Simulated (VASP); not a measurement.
Input for VASP

**KPOINTS**
```
Automatic mesh
0
Gamma
4 4 4
0 0 0
```

### POSCAR
```
InCuS2
1.0
 -2.8016030000   2.8016030000   5.6465310000
  2.8016030000  -2.8016030000   5.6465310000
  2.8016030000   2.8016030000  -5.6465310000
In Cu S
2 2 4
Cart
  0.0000000000   0.0000000000   5.6465310000
  2.8016030000   0.0000000000   2.8232655000
  0.0000000000   2.8016030000   2.8232655000
  0.0000000000   0.0000000000   0.0000000000
  1.5621738328   1.4008015000   7.0581637500
  4.2024045000   1.2394291672  -1.4116327500
  1.2394291672   1.4008015000   1.4116327500
 -1.4008015000   1.5621738328   4.2348982500
```

**INCAR**
```
SYSTEM = InCuS2
PREC = Accurate; ENCUT = 300; LREAL = .False.
LASPH = .True.
EDIFF = 1E-6; NELM = 100; ALGO = Normal
LMAXMIX = 4
ISMEAR = -1; SIGMA = 0.05
GGA = PE
ISIF = 2
LWAVE = .False.; LCHARG = .False.
```

POTCAR, in this order: In_d Cu S (PBE.64 set). Program: vasp_std.

Question: Write an equivalent input for Quantum ESPRESSO's pw.x.

Answer: One equivalent input (not run):
```
&CONTROL
  calculation = 'scf'
  pseudo_dir = './pseudo'
  outdir = './out'
  tprnfor = .true.
  tstress = .true.
/
&SYSTEM
  ibrav = 0
  nat = 8
  ntyp = 3
  ecutwfc = 92
  occupations = 'smearing'
  smearing = 'fermi-dirac'
  degauss = 0.003675
  input_dft = 'pbe'
/
&ELECTRONS
  conv_thr = 7.3e-08
  electron_maxstep = 100
/
ATOMIC_SPECIES
  In 114.818 In.upf
  Cu 63.546 Cu.upf
  S 32.060 S.upf
CELL_PARAMETERS angstrom
    -2.8016030    2.8016030    5.6465310
     2.8016030   -2.8016030    5.6465310
     2.8016030    2.8016030   -5.6465310
ATOMIC_POSITIONS crystal
  In   0.5000000  0.5000000  0.0000000
  In   0.2500000  0.7500000  0.5000000
  Cu   0.7500000  0.2500000  0.5000000
  Cu   0.0000000  0.0000000  0.0000000
  S    0.8750000  0.9038000  0.5288000
  S    0.0962000  0.6250000  0.9712000
  S    0.3750000  0.3462000  0.4712000
  S    0.6538000  0.1250000  0.0288000
K_POINTS automatic
  4 4 4 0 0 0
```
Limits of the translation: the potentials are each code's own (VASP's PAW set, PseudoDojo norm-conserving files in pw.x), so ENCUT and ecutwfc are chosen apart and not converted; conv_thr bounds pw.x's estimated SCF error, while EDIFF bounds the energy change between steps.

The structure comes from a computed database's InCuS2 entry; how it stands against other phases isn't given here. The cell was not relaxed at this level. The k-mesh is coarse (spacing up to 0.40 per Å, 2π included), so the numbers may not be converged in it.
